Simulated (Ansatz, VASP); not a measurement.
Two plane-wave programs on BeTe

INCAR

```
SYSTEM = BeTe
PREC = Accurate ; ENCUT = 520
EDIFF = 1E-7 ; ISMEAR = -1
SIGMA = 0.05 ; LREAL = .FALSE.
LASPH = .TRUE. ; NELM = 60
ALGO = Normal ; ISIF = 2
LWAVE = .FALSE. ; LCHARG = .FALSE.
GGA = PS ; NBANDS = 11
```

KPOINTS

```
Automatic mesh
0
G
  8 8 8
  0 0 0
```

Contents of POSCAR:

```
BeTe
1.0
    0.0000000000      2.7700000000      2.7700000000
    2.7700000000      0.0000000000      2.7700000000
    2.7700000000      2.7700000000      0.0000000000
Te Be
1 1
Direct
    0.7500000000      0.7500000000      0.7500000000
    0.0000000000      0.0000000000      0.0000000000
```

File KPOINTS_OPT:

```
path GXWKGLUWLK,UX
10
line-mode
reciprocal
 0.0000000000  0.0000000000  0.0000000000  G
 0.5000000000  0.0000000000  0.5000000000  X

 0.5000000000  0.0000000000  0.5000000000  X
 0.5000000000  0.2500000000  0.7500000000  W

 0.5000000000  0.2500000000  0.7500000000  W
 0.3750000000  0.3750000000  0.7500000000  K

 0.3750000000  0.3750000000  0.7500000000  K
 0.0000000000  0.0000000000  0.0000000000  G

 0.0000000000  0.0000000000  0.0000000000  G
 0.5000000000  0.5000000000  0.5000000000  L

 0.5000000000  0.5000000000  0.5000000000  L
 0.6250000000  0.2500000000  0.6250000000  U

 0.6250000000  0.2500000000  0.6250000000  U
 0.5000000000  0.2500000000  0.7500000000  W

 0.5000000000  0.2500000000  0.7500000000  W
 0.5000000000  0.5000000000  0.5000000000  L

 0.5000000000  0.5000000000  0.5000000000  L
 0.3750000000  0.3750000000  0.7500000000  K

 0.6250000000  0.2500000000  0.6250000000  U
 0.5000000000  0.0000000000  0.5000000000  X
```

File input.yaml:

```yaml
crystal:
  lattice:
    - [0.0, 2.77, 2.77]
    - [2.77, 0.0, 2.77]
    - [2.77, 2.77, 0.0]
  atoms:
    - { symbol: Te, position: [0.75, 0.75, 0.75] }
    - { symbol: Be, position: [0.0, 0.0, 0.0] }
hamiltonian:
  xc: pbesol
  pseudopotentials: { kind: paw }
kpoints:
  mp_grid: { grid: [8, 8, 8] }
  band_path:
    path:
      - [[0.0, 0.0, 0.0], [0.5, 0.0, 0.5], [0.5, 0.25, 0.75], [0.375, 0.375, 0.75], [0.0, 0.0, 0.0], [0.5, 0.5, 0.5], [0.625, 0.25, 0.625], [0.5, 0.25, 0.75], [0.5, 0.5, 0.5], [0.375, 0.375, 0.75]]
      - [[0.625, 0.25, 0.625], [0.5, 0.0, 0.5]]
    npoints: 14
scf:
  occupations: { method: fermi_dirac, width: 0.05 }
  n_extra_bands: 6
output:
  forces: true
  stress: true
  eigenvalues: true
  fatbands: false
```

Alike in both runs: task band structure; functional PBEsol; k mesh 8 × 8 × 8; occupations fermi-dirac, width 0.05 eV; no spin polarisation.

|  | VASP | Ansatz |
| --- | --- | --- |
| version | VASP 6.6.1 | Ansatz 0.2.0 |
| potentials or method | VASP PAW PBE potentials, release 64 (Te, Be) | Ansatz PAW |
| plane-wave cutoff (eV) | 520 | 420 |
| valence electrons in the cell | 8 | 18 |

VASP gave:

| Item | Value |
| --- | --- |
| gap on the k mesh at the Fermi level (eV) | 1.73 |
| least direct gap on the mesh (eV) | 3.55 |
| gap along the band path (eV) | 1.73 |
| pressure (GPa) | 2.5 |

Problem. Estimate Ansatz's values.

Solution. gap on the k mesh at the Fermi level (eV): 1.75; least direct gap on the mesh (eV): 3.58; gap along the band path (eV): 1.75; pressure (GPa): 2.3.

The two sets of potentials don't hold the same shells in valence.

Caveats: spin-orbit coupling is left out, which moves the levels of the heavy elements; the PAW data sets were made with another functional, which shifts forces and pressure a little (VASP); the PAW data sets come from PBE, with cores solved anew for the run's functional, which leaves a small shift of forces and pressure (Ansatz). As with any semilocal functional, this PBEsol gap is likely too small.
